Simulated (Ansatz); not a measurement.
SnO: one atom moved over a plane

Computed with DFT LDA, scalar-relativistic, plane waves, PAW (Ansatz 0.2.0). The runs took a 420 eV cutoff, a Γ-centred 8×6×6 mesh and Gaussian smearing (0.05 eV). No spin polarisation. Energies are free energies at this smearing, counted from the undisturbed cell; pressure is positive in compression.

The undisturbed cell (as given, not relaxed at this level; it stands at -5.5 GPa; this form isn't the usual structure):

```
Sn O
1.0
     3.35500    0.00000    0.00000
     0.00000    5.67410    0.00000
     0.00000    0.00000    4.22197
Sn O
2 2
Direct
  0.00000 0.23191 0.51314
  0.50000 0.76809 0.01314
  0.00000 0.89125 0.73686
  0.50000 0.10875 0.23686
```

The cell holds layers and no dispersion correction was added, so their binding is poorly described.

Atom 1 (Sn) is moved by p along (0.707, 0.707, 0.000) and q along (0.000, 0.000, 1.000) (Å), all else fixed. Points are written (p, q).

Energy above the undisturbed cell in eV/cell (a dash: not computed):

```
 p \ q  -0.450  -0.225  0.000  0.225  0.450
-0.450    4.10    2.02   1.08   1.17   1.93
-0.225    1.45    0.51      ?   0.34   0.89
 0.000    0.65    0.14   0.00   0.21   0.63
 0.225       ?       –   0.28      –      ?
 0.450    1.07    0.75      ?   0.95   1.27
```

**Question.** Fill in the withheld energies.

**Answer.** (-0.225, 0.000): 0.15; (0.225, -0.450): 0.71; (0.225, 0.450): 0.84; (0.450, 0.000): 0.74.

Cost: 23 runs of about 9.5 core-minutes in all, on Arm Neoverse V1 (shared hosts).